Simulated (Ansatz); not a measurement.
# BP: enthalpy against pressure

BP, F-43m, a = 4.520 Å. Ansatz: PBEsol, PAW, 420 eV, Γ-centred 10×10×10 mesh on 2 atoms, Gaussian smearing 0.02 eV; no spin polarisation. Cell and atoms are relaxed at each pressure, and no other structure is tried, so the rows at high pressure may lie past a change of phase. y is the enthalpy over the state at zero pressure; there V0 = 11.545 Å³/atom. The pressures are the targets, met within 0.06 GPa.

```
P (GPa) y (eV/atom)
   -2.0      -0.1450
    0.0       0.0000
    2.0       0.1433
    5.0       0.3552
   10.0       0.7011
   20.0            ?
   40.0       2.6262
```

Q: Fit y = c1 P + c2 P² + c3 P³ to the other rows, say what c1 and c2 mean, and predict the missing value.

A: Least squares on the rows shown. y = 0.072056 P − 0.00020640 P² + 1.1595×10⁻⁶ P³. Since dH/dP = V, c1 is V0: 0.072056 eV/GPa × 160.2 = 11.543 Å³ against 11.545; c2 = −V0/(2B0) gives B0 = 175 GPa, where a Birch–Murnaghan fit to the volumes of the same runs (not shown) gives 169 GPa. At P = 20.0 the fit asked for gives 1.3678 eV/atom. The run gave 1.3687 eV/atom, so the fit is 0.0009 eV/atom too low, 0.032 % of the span of the series, against an rms of 0.00004 eV/atom on the fitted rows. With a term in P⁴ added, a fit to the same known rows predicts 1.3693 eV/atom, a smaller miss on the other side.

The mesh isn't the same in all rows (10×10×10, 12×12×12).